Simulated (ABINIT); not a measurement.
Runs of ABINIT 10.8.3 (patched build) on HfN. Symmetry: F-43m, No. 216, cubic system. The conventional cell has a = 4.910 Å, b = 4.910 Å, c = 4.910 Å, α = 90.00°, β = 90.00°, γ = 90.00°. Hf (site symmetry -43m) is surrounded by 4 N at 2.13 Å. Around N (site symmetry -43m) lie 4 Hf at 2.13 Å. The cell comes from a database or a generator and needn't be the stable form of this composition.

```tsv
level	gap on the mesh (eV)	pressure (GPa)
PW91	none	(b)
WC	none	(c)
AM05	none	-5.6
revPBE	none	(a)
BLYP	none	5.4
LDA	none	-10.0
PBEsol	none	-5.3
SCAN	none	-3.2
PBE	none	0.2
r2SCAN	none	-0.2
RPBE	none	3.7
```

Alike in all rows: task single point; potentials or basis JTH PAW PBE v2.0; no spin polarisation; cell as given; k mesh 9 × 9 × 9; cutoff (eV) 844; smearing fermi-dirac 0.05 eV.

Problem. Estimate the missing entries.

Solution. (a) 2.8; (b) -0.3; (c) -4.9.

Caveats: the PAW data sets were made with another functional, which shifts forces and pressure a little (some runs).

A k mesh can miss the band edges, and the runs leave out spin-orbit coupling on Hf.

A gap of «none» marks a metal or a gap under the smearing width.
